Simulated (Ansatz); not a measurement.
# MgTe: the cell at several levels of theory

One table from this session's results is given with a row withheld; the runs are named, their logs left out.

Program: Ansatz 0.2.0. PAW datasets, plane waves, zero pressure. (Simulation; spin polarisation is off.)

### The system as given

Space group P6_3mc (No. 186), hexagonal; a = 4.590 Å, c = 7.438 Å in the conventional setting, 33.93 Å³ an atom. Near Mg stand 4 Te at 2.80–2.81 Å; near Te stand 4 Mg at 2.80–2.81 Å.

Coordinates:

```cif
data_structure
_symmetry_space_group_name_H-M 'P 1'
_symmetry_Int_Tables_number 1
_cell_length_a 4.5902
_cell_length_b 4.5902
_cell_length_c 7.4378
_cell_angle_alpha 90.000
_cell_angle_beta 90.000
_cell_angle_gamma 120.000
_cell_volume 135.72
loop_
_atom_site_label
_atom_site_type_symbol
_atom_site_fract_x
_atom_site_fract_y
_atom_site_fract_z
_atom_site_occupancy
Mg1 Mg 0.33333 0.66667 0.99599 1
Mg2 Mg 0.66667 0.33333 0.49599 1
Te1 Te 0.33333 0.66667 0.37401 1
Te2 Te 0.66667 0.33333 0.87401 1
```

The first run:

Contents of input.yaml:

```yaml
crystal:
  lattice:
    - [4.5902025394, 0.0, 0.0]
    - [-2.2951012697, 3.9752320076, 0.0]
    - [0.0, 0.0, 7.43780571]
  atoms:
    - { symbol: Mg, position: [0.33333333, 0.66666667, 0.99599117] }
    - { symbol: Mg, position: [0.66666667, 0.33333333, 0.49599117] }
    - { symbol: Te, position: [0.33333333, 0.66666667, 0.37400883] }
    - { symbol: Te, position: [0.66666667, 0.33333333, 0.87400883] }
kpoints:
  mp_grid: { grid: [6, 6, 4] }
hamiltonian:
  xc: pbe
scf:
  occupations: { method: fermi_dirac, width: 0.02 }
relax:
  f_tol: 0.005
  cell: {}
output:
  write_density: true
  write_potential: true
  elf: true
  volumetric_format: npy
```

Command:

```sh
$ ansatz run input.yaml --threads 2 --pin off --max-ram 29491MiB --backend cpu --events-out ev --progress --plain --runs-dir out
```

Steps of the session up to this table: Relaxing with PBE; Relaxing with r2SCAN; PBEsol: cell and atoms; Relaxation with LDA; Relaxing with HSE06.

One of the session's tables, all rows but one given; the rest of the session is left out.

```
 level  a (Å)  c (Å)  volume (Å³/atom)
   PBE  4.610  7.496            34.494
r2SCAN      ?      ?                 ?
PBEsol  4.563  7.411            33.404
   LDA  4.510  7.336            32.311
 HSE06  4.575  7.445            33.738
```

Q: Estimate the row for r2SCAN from the others.

As computed: a (Å): 4.578; c (Å): 7.455; volume (Å³/atom): 33.823. In the column «a (Å)» it lies between HSE06 (4.575) and PBE (4.610).

In words: From the start to the first minimum the volume moved by +1.7 %. The volume runs from LDA (least) to PBE (most), a spread of 6.8 %, or 2.2 % in length if all axes shared it alike. The meshes differ: PBE 6×6×4, r2SCAN 6×6×4, PBEsol 6×6×4, LDA 6×6×4, HSE06 6×6×2.
